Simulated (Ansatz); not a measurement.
**Ta: how well frozen cores do**

The same cell of Ta is computed with full-potential LAPW, PAW with frozen cores and datasets made for this crystal, to set the results side by side.

This is Ta in the fcc structure; at room conditions it is bcc.

Method: DFT PBE, scalar-relativistic, in Ansatz 0.2.0.

### 1 Starting point

Symmetry: Fm-3m, No. 225, cubic system. Conventional cell: a = 4.220 Å, b = 4.220 Å, c = 4.220 Å, α = 90.00°, β = 90.00°, γ = 90.00°. Around Ta (site symmetry m-3m) lie 12 Ta at 2.98 Å.

As a file:

```xyz
1
Lattice="0.0000 2.1100 2.1100 2.1100 0.0000 2.1100 2.1100 2.1100 0.0000" Properties=species:S:1:pos:R:3 pbc="T T T"
Ta    0.0000    0.0000    0.0000
```

The structure is an experimental refinement, used without relaxation.

### 2 Full-potential LAPW

Contents of input.yaml:

```yaml
crystal:
  lattice:
    - [0.0, 2.11, 2.11]
    - [2.11, 0.0, 2.11]
    - [2.11, 2.11, 0.0]
  atoms:
    - { symbol: Ta, position: [0.0, 0.0, 0.0] }
kpoints:
  mp_grid: { grid: [15, 15, 15] }
  band_path:
    path:
      - [0.0, 0.0, 0.0]
      - [0.5, 0.0, 0.5]
      - [0.625, 0.25, 0.625]
      - [0.375, 0.375, 0.75]
      - [0.0, 0.0, 0.0]
      - [0.5, 0.5, 0.5]
      - [0.5, 0.25, 0.75]
      - [0.5, 0.0, 0.5]
    npoints: 14
scf:
  occupations: { method: fermi_dirac, width: 0.08 }
hamiltonian:
  xc: pbe
  pseudopotentials: { kind: all_electron, lapw: { basis_error: 0.0005 } }
output:
  forces: true
  stress: true
  eigenvalues: true
  populations: true
  dos: { projected: true, de: 0.2, e_range: [-14, 8] }
```

The run is started by

```console
ansatz run input.yaml --threads 1 --pin off --max-ram 3072MiB --backend cpu --events-out ev --progress --plain --runs-dir out
```

### 3 PAW with frozen cores

Edit input.yaml of step 2 so:

```diff
@@ -24,3 +24,3 @@
   xc: pbe
-  pseudopotentials: { kind: all_electron, lapw: { basis_error: 0.0005 } }
+  pseudopotentials: { kind: paw }
 output:
@@ -29,3 +29,9 @@
   eigenvalues: true
+  efg: { contact_densities: true }
   populations: true
+  bader: true
   dos: { projected: true, de: 0.2, e_range: [-14, 8] }
+  write_density: true
+  write_potential: true
+  elf: true
+  volumetric_format: npy
```

### 4 Datasets made for this crystal

Edit input.yaml of step 3 so:

```diff
@@ -19,3 +19,3 @@
       - [0.5, 0.0, 0.5]
-    npoints: 14
+    npoints: 8
 scf:
@@ -24,3 +24,3 @@
   xc: pbe
-  pseudopotentials: { kind: paw }
+  pseudopotentials: { kind: all_electron, datasets: crystal }
 output:
@@ -30,8 +30 @@
   efg: { contact_densities: true }
-  populations: true
-  bader: true
-  dos: { projected: true, de: 0.2, e_range: [-14, 8] }
-  write_density: true
-  write_potential: true
-  elf: true
-  volumetric_format: npy
```

(Steps that only read results are left out.)

**Question.** What will these runs give? Wanted: pressure; gap; highest ELF.

As calculated:

```
         quantity                                           value
         pressure  LAPW 0.57, PAW 0.56, crystal datasets 0.57 GPa
       gap (LAPW)                                            none
highest ELF (PAW)                            0.67, 1.78 Å from Ta
```

**Reading.** The pressure of 0.6 GPa pushes the cell to expand, with the atoms held in place. With 37 electrons in the bands of a cell, and no spin, a band must be partly filled: it is a metal at this level. Within 0.3 eV of the Fermi level the largest projected share is Ta 5d (90 %). The projection holds only the free atom's occupied shells (Ta 6s, Ta 5d in this range). PAW lies -0.01 GPa from LAPW in pressure. The price, with the outputs that each input asks for: 12 s for LAPW against 5.6 s for PAW, about 2.1 to one. Spin-orbit coupling is left out, though the cell holds Ta; in elements this heavy it can shift bands and gaps by tenths of an eV.
